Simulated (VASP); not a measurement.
Set up this calculation in VASP 6.6.1, as the native input.

```
Task                   : relaxation of cell and atoms
Functional             : PBEsol
Potentials or basis    : VASP PAW PBE potentials, release 64 (Ge_d)
Cutoff                 : 600 eV
k mesh                 : 10 × 10 × 10
Occupations            : gaussian, width 0.03 eV
Spin                   : no spin polarisation
Further INCAR settings : ALGO = Normal; EDIFF = 1e-06; IBRION = 2; EDIFFG = -0.01; NSW = 90; ISIF = 3
```

The structure of Ge lies in POSCAR:

```
Ge
1.0
    0.0000000000      2.8289100000      2.8289100000
    2.8289100000      0.0000000000      2.8289100000
    2.8289100000      2.8289100000      0.0000000000
Ge
2
Direct
    0.0000000000      0.0000000000      0.0000000000
    0.2500000000      0.2500000000      0.2500000000
```

The input as run:

INCAR

```
SYSTEM = Ge
PREC = Accurate
ENCUT = 600
EDIFF = 1E-6
ISMEAR = 0
SIGMA = 0.03
LREAL = .False.
LASPH = .True.
NELM = 80
ALGO = Normal
ISIF = 3
LWAVE = .False.
LCHARG = .False.
GGA = PS
IBRION = 2
NSW = 90
EDIFFG = -0.01
KPAR = 4
```

KPOINTS

```
regular mesh
0
Gamma
  10 10 10
  0 0 0
```

Potentials or basis: VASP PAW PBE potentials, release 64 (Ge_d).

The run is started by

```bash
$ cat potpaw_PBE.64/Ge_d/POTCAR > POTCAR
$ mpirun -np 4 vasp_std > vasp.out
```

It gave:

```
Relaxed volume                         : 22.85 Å³/atom
Relaxed cell                           : a = 4.013 Å, b = 4.013 Å, c = 4.013 Å, α = 60.00°, β = 60.00°, γ = 60.00°
Space group after relaxing (to 0.05 Å) : Fd-3m (No. 227)
Energy gained by relaxing              : 0.4 meV/atom
Ionic steps                            : 3
Pressure after relaxing                : 0.0 GPa
Band gap on the k mesh                 : none (metal or under the smearing width)
```

Caveat: the PAW data sets were made with another functional, which shifts forces and pressure a little; this crystal is a semiconductor, whose small gap the functional closes, so the metal is an error of the method.

Run time: 22 s on 4 MPI ranks on Intel(R) Xeon(R) Platinum 8259CL CPU @ 2.50GHz (Skylake/Cascade Lake) (shared host), peak memory 0.2 GiB a rank.
